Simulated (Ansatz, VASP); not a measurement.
# S in VASP and in Ansatz

The input INCAR:

```
ALGO = Normal ; EDIFF = 1E-6
ENCUT = 520 ; GGA = PE
ISIF = 2 ; ISMEAR = -1
ISPIN = 2 ; LASPH = T
LCHARG = T ; LELF = T
LORBIT = 11 ; LREAL = F
LVHAR = T ; LWAVE = F
MAGMOM = 0.2 0.2 ; NBANDS = 17
NELM = 150 ; PREC = Accurate
SIGMA = 0.05
```

Contents of KPOINTS:

```
k-points
0
Gamma
  13 13 13
```

Contents of POSCAR:

```
S
1.0
    0.0000000000      2.4980432615      2.4980432615
    2.4980432615      0.0000000000      2.4980432615
    2.4980432615      2.4980432615      0.0000000000
S
2
Direct
   -0.1250000000     -0.1250000000     -0.1250000000
    0.1250000000      0.1250000000      0.1250000000
```

Input for Ansatz:

```yaml
crystal:
  lattice:
    - [0.0, 2.4980432615, 2.4980432615]
    - [2.4980432615, 0.0, 2.4980432615]
    - [2.4980432615, 2.4980432615, 0.0]
  atoms:
    - { symbol: S, position: [-0.125, -0.125, -0.125], spin: 0.2 }
    - { symbol: S, position: [0.125, 0.125, 0.125], spin: 0.2 }
kpoints:
  mp_grid: { grid: [13, 13, 13] }
scf:
  occupations: { method: fermi_dirac, width: 0.05 }
hamiltonian:
  xc: pbe
  pseudopotentials: { kind: all_electron, lapw: { basis_error: 0.001 } }
output:
  forces: true
  stress: true
  eigenvalues: true
  populations: true
magnetization:
  spin_polarized: true
```

This isn't the form of S at room conditions, which is orthorhombic, of S8 rings.

Alike in both runs: task single point; functional PBE; k mesh 13 × 13 × 13; occupations fermi-dirac, width 0.05 eV; collinear spin.

|  | VASP | Ansatz |
| --- | --- | --- |
| version | VASP 6.6.1 | Ansatz 0.2.0 |
| potentials or method | VASP PAW PBE potentials, release 64 (S) | all-electron LAPW, scalar-relativistic |
| plane-wave cutoff (eV) | 520 | see its input |

|  | VASP | Ansatz | Ansatz less VASP |
| --- | --- | --- | --- |
| gap on the k mesh at the Fermi level (eV) | none | none | - |
| net moment per atom (μB) | 0.00 | 0.00 | 0.000 |

A gap of «none» marks a metal or a gap that the smearing closes. Ansatz ran all-electron here, so the differences hold the error of VASP's frozen core and of both bases. Ansatz warned: «seeded_moment_not_kept».
